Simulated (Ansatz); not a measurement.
**AlN (P6_3mc), axial (c/a) deformation path**

Method: DFT PBEsol, scalar-relativistic, plane waves, PAW (Ansatz). Cutoff 420 eV, Γ-centred 12×12×6 k-points, Gaussian smearing of 0.05 eV. No spin polarisation. Energies are free energies at this smearing, counted from the undisturbed cell; pressure is positive in compression.

Reference structure (as given, not relaxed at this level; it stands at 0.6 GPa):

```
CELL_PARAMETERS angstrom
3.11100 0.00000 0.00000
-1.55550 2.69421 0.00000
0.00000 0.00000 4.97800
ATOMIC_POSITIONS crystal
Al 0.33333 0.66667 0.00000
Al 0.66667 0.33333 0.50000
N 0.33333 0.66667 0.38500
N 0.66667 0.33333 0.88500
```

At fixed volume and fractional coordinates, lengths along (0.000, 0.000, 1.000) are scaled against those across it; ρ is that ratio over its starting value.

```
    ρ  ΔE (meV/atom) pressure (GPa) gap on the mesh (eV)
0.800          428.6            11.1                  3.64
0.850          218.2               ?                     ?
0.920           52.3               ?                     ?
0.960           10.5             0.3                  3.96
1.000            0.0             0.6                  4.07
1.050           23.7             1.9                  4.16
1.100           81.4             4.3                  3.94
1.200          276.7            11.1                  3.01
1.300          549.8            20.0                  1.79
```

Task: Give the withheld values.

Result: pressure (GPa) at ρ = 0.850: 5.2; gap on the mesh (eV) at ρ = 0.850: 3.69; pressure (GPa) at ρ = 0.920: 1.1; gap on the mesh (eV) at ρ = 0.920: 3.84.